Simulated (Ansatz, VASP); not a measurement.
# Two plane-wave programs on BAs

```
B As
1.0
     0.00000    2.38850    2.38850
     2.38850    0.00000    2.38850
     2.38850    2.38850    0.00000
B As
1 1
Direct
  0.00000 0.00000 0.00000
  0.75000 0.75000 0.75000
```

Alike in both runs: task single point; functional PBEsol; k mesh 6 × 6 × 6; occupations gaussian, width 0.1 eV; no spin polarisation.

```csv
,VASP,Ansatz
version,VASP 6.6.1,Ansatz 0.2.0
potentials or method,"VASP PAW PBE potentials, release 64 (B, As)","scalar-relativistic, plane waves, PAW"
plane-wave cutoff (eV),520,420
valence electrons in the cell,8,18
```

Ansatz gave:

- gap on the k mesh at the Fermi level (eV): 1.19
- least direct gap on the mesh (eV): 3.24
- pressure (GPa): -0.8

**Question.** What did VASP give for the same quantities?

**Answer.** gap on the k mesh at the Fermi level (eV): 1.18; least direct gap on the mesh (eV): 3.24; pressure (GPa): 0.1.

With one functional, cell and mesh, what is left measures potentials, basis and numerics. The two sets of potentials don't hold the same shells in valence.

Caveats: the PAW data sets were made with another functional, which shifts forces and pressure a little (VASP). A k mesh can miss the band edges.
